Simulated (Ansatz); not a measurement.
A nudged elastic band was laid between two geometries of a periodic cell of 31 atoms, Si11O20 (host SiO2, host structure I-4m2, interstitial Si).

Theory: Ansatz, DFT PBE, scalar-relativistic, plane waves, PAW. Settings: PAW set soft_1, cutoff 420 eV, k mesh 2x2x1, gaussian smearing 0.02 eV, no spin polarisation.

- movable images: 5
- climbing image: yes
- spring: 5.0 eV/Å²
- optimiser: quadratic models (default)
- start path: straight line
- force threshold: 0.05 eV/Å
- iteration limit: 52
- end points: relaxed

Initial state:

```xyz
31
Lattice="7.1937 0.0000 0.0000 0.0000 7.1937 0.0000 0.0000 0.0000 12.1272" Properties=species:S:1:pos:R:3
Si 0.032 0.070 -0.003
Si 1.567 0.009 9.555
Si 3.645 2.121 8.531
Si -0.050 1.313 2.703
Si 2.051 3.454 3.509
O 0.031 1.302 1.060
O 4.898 3.744 5.030
O 2.255 3.736 5.104
O 0.015 5.857 0.818
O 0.055 -0.049 8.845
O -0.086 -0.234 3.231
O 5.788 2.064 3.166
O 5.778 4.699 2.708
O 1.258 2.053 3.301
O 1.244 4.685 2.838
Si 3.603 3.713 6.023
Si 5.010 3.464 3.424
Si -0.062 5.536 2.421
Si 3.646 5.062 8.669
Si 5.728 0.011 9.534
O 3.629 4.989 7.042
O 1.351 0.145 11.163
O 5.923 0.158 11.143
O 3.629 2.348 6.924
O 3.513 3.345 2.790
O 3.652 3.560 9.295
O 2.326 5.822 9.230
O 2.322 1.311 8.999
O 4.977 5.821 9.204
O 4.978 1.310 8.964
Si 0.059 6.982 6.657
```

Final state:

```xyz
31
Lattice="7.1937 0.0000 0.0000 0.0000 7.1937 0.0000 0.0000 0.0000 12.1272" Properties=species:S:1:pos:R:3
Si -0.089 0.015 0.008
Si 1.625 -0.021 9.702
Si 3.707 2.095 8.643
Si 0.021 1.534 2.583
Si 2.168 3.614 3.432
O -0.163 1.327 0.979
O 4.856 3.613 5.218
O 2.218 3.613 5.061
O -0.166 5.899 0.982
O 0.200 -0.031 8.898
O 0.098 0.018 3.279
O 5.927 2.286 3.178
O 5.928 4.942 3.182
O 1.411 2.291 2.873
O 1.412 4.939 2.876
Si 3.478 3.603 6.099
Si 5.109 3.614 3.615
Si 0.020 5.694 2.585
Si 3.702 5.053 8.677
Si 5.850 -0.016 9.435
O 3.436 4.914 7.071
O 1.314 0.011 11.308
O 5.868 0.015 11.079
O 3.440 2.271 7.042
O 3.680 3.614 2.830
O 3.812 3.567 9.339
O 2.460 5.830 9.368
O 2.467 1.300 9.314
O 5.098 5.836 8.934
O 5.104 1.307 8.880
Si 0.269 7.210 5.464
```

Q: What changes between the two ends?

A: The atom that moves furthest is Si31, by 1.23 Å.

Q: Give the energies along the band, and the barrier.

A: The run converged. The highest image is number 3 of 0 to 6, 0.072 eV above the ends, which have the same energy within 2 meV. By the program's own check the climbing image is of a kind that is not told: the force calls were inconclusive, a negative curvature could not be distinguished from the path's own, the only one lies far off the path, or fixed occupations may fill a level only in part (lowest curvatures found: -0.69 and -0.01 eV/Å²). Limits of this set-up: coarse k mesh.

| image | path coordinate (Å) | energy (eV) |
| --- | --- | --- |
| 0 | 0.00 | 0.000 |
| 1 | 0.37 | 0.004 |
| 2 | 0.74 | 0.033 |
| 3 | 1.11 | 0.072 |
| 4 | 1.50 | 0.030 |
| 5 | 1.88 | 0.004 |
| 6 | 2.27 | 0.001 |

Q: What is the geometry of the highest image?

A: 
```xyz
31
Lattice="7.1937 0.0000 0.0000 0.0000 7.1937 0.0000 0.0000 0.0000 12.1272" Properties=species:S:1:pos:R:3
Si -0.031 0.052 -0.001
Si 1.583 -0.012 9.617
Si 3.678 2.103 8.582
Si -0.015 1.411 2.657
Si 2.116 3.540 3.467
O -0.072 1.319 1.024
O 4.882 3.686 5.134
O 2.237 3.689 5.086
O -0.072 5.886 0.898
O 0.128 -0.048 8.842
O 0.013 -0.111 3.285
O 5.857 2.161 3.194
O 5.863 4.820 2.951
O 1.339 2.167 3.101
O 1.342 4.825 2.858
Si 3.541 3.664 6.064
Si 5.066 3.535 3.524
Si -0.011 5.629 2.508
Si 3.672 5.052 8.682
Si 5.800 -0.003 9.472
O 3.530 4.955 7.060
O 1.327 0.087 11.225
O 5.895 0.098 11.102
O 3.530 2.311 6.976
O 3.604 3.477 2.806
O 3.734 3.555 9.322
O 2.383 5.818 9.298
O 2.394 1.294 9.141
O 5.042 5.826 9.067
O 5.052 1.305 8.900
Si 0.104 7.088 6.064
```

Time of the run: 17 min on 2 threads of Arm Neoverse V1, with other jobs on the host, peak memory 2 GiB.
